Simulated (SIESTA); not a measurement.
The system is SnTe.

```
CELL_PARAMETERS angstrom
0.00000 3.15085 3.15085
3.15085 0.00000 3.15085
3.15085 3.15085 0.00000
ATOMIC_POSITIONS crystal
Te 0.50000 0.50000 0.50000
Sn 0.00000 0.00000 0.00000
```

Base run:

* Program: SIESTA 5.4.2
* Functional: PBEsol
* Potentials or basis: PseudoDojo 0.4 standard (PBEsol files)
* Basis: DZP (energy shift 0.003 Ry; two zetas on semicore shells)
* Grid cutoff: 500 Ry
* Energy shift: 0.003 Ry
* k mesh: 7 × 7 × 7
* Occupations: fermi-dirac, width 0.05 eV
* Spin: no spin polarisation

Its results: pressure 0.3 GPa.

The run is repeated on the same cell with these changes: functional from PBEsol to LDA; potentials or basis from PseudoDojo 0.4 standard (PBEsol files) to PseudoDojo 0.4 standard (LDA files). What comes out?

Pressure -0.9 GPa.

Caveats: the basis of atomic orbitals isn't converged, which shifts pressures, moduli and gaps.
